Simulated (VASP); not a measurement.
Wanted: the native input for a VASP 6.6.1 run.

* Task: single point
* Functional: RPBE
* Potentials or basis: VASP PAW PBE potentials, release 64 (B)
* Cutoff: 520 eV
* k mesh: 23 × 23 × 4
* Occupations: fermi-dirac, width 0.1 eV
* Spin: no spin polarisation
* Dipole correction: no
* Further INCAR settings: ALGO = Normal; EDIFF = 1e-06; NBANDS = 10

The structure of B lies in POSCAR:

```
B
1.0
    1.7011315725      0.0000000000      0.0000000000
   -0.8505657862      1.4732231570      0.0000000000
    0.0000000000      0.0000000000     10.5125344483
B
2
Direct
    0.3333333333      0.6666666667      0.2500000000
    0.6666666667      0.3333333333      0.7500000000
```

This isn't the form of B at room conditions, which is rhombohedral.

The input as run:

INCAR

```
  ALGO = Normal
  EDIFF = 1E-6
  ENCUT = 520
  GGA = RP
  ISIF = 2
  ISMEAR = -1
  LASPH = True
  LCHARG = False
  LREAL = False
  LWAVE = False
  NBANDS = 10
  NELM = 60
  PREC = Accurate
  SIGMA = 0.1
```

KPOINTS

```
k-points
0
Gamma
  23 23 4
```

Potentials or basis: VASP PAW PBE potentials, release 64 (B).

Command:

```console
$ cat potpaw_PBE.64/B/POTCAR > POTCAR
$ mpirun -np 1 vasp_std > vasp.out
```

Results of the run:

```json
{
  "Pressure": "4.1 GPa",
  "Band gap on the k mesh": "none (metal or under the smearing width)"
}
```

Caveat: the PAW data sets were made with another functional, which shifts forces and pressure a little; this functional lacks dispersion, which binds the layers, so the pressure and a relaxed spacing across them are unreliable.

Run time: 48 s on 1 thread of Intel(R) Xeon(R) Platinum 8175M CPU @ 2.50GHz (Skylake/Cascade Lake) (shared host), peak memory 0.16 GiB.
